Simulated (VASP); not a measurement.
A run of VASP 6.6.1 is set up as follows.

INCAR

```
SYSTEM = Cu2O
ALGO = Fast
EDIFF = 1E-7
EDIFFG = -0.01
ENCUT = 600
GGA = PE
IBRION = 2
ISIF = 2
ISMEAR = 0
KPAR = 2
LASPH = .True.
LCHARG = .False.
LREAL = .False.
LWAVE = .False.
NELM = 80
NSW = 40
PREC = Accurate
SIGMA = 0.03
```

Contents of KPOINTS:

```
k-points
0
Gamma
  6 6 6
  0 0 0
```

POSCAR

```
Cu2O                                    
1.0
    4.3916034305      0.0000000000      0.0000000000
    0.0000000000      4.3916034305      0.0000000000
    0.0000000000      0.0000000000      4.3916034305
  Cu              O             
     4     2
Direct
     0.2500000000000000    0.2500000000000000    0.2500000000000000
     0.2500000000000000    0.7500000000000000    0.7500000000000000
     0.7500000000000000    0.7500000000000000    0.2500000000000000
     0.7500000000000000    0.2500000000000000    0.7500000000000000
     0.0000000000000000    0.0000000000000000    0.0000000000000000
     0.5000000000000000    0.5000000000000000    0.5000000000000000
```

Potentials or basis: VASP PAW PBE potentials, release 64 (Cu, O).

Command:

```console
$ cat potpaw_PBE.64/Cu/POTCAR potpaw_PBE.64/O/POTCAR > POTCAR
$ mpirun -np 2 vasp_std > vasp.out
```

(1) Estimate the band gap on the k mesh.

Answers

(1) 0.35 eV, direct.

Caveat: the relaxation stopped at its first step, so nothing moved.
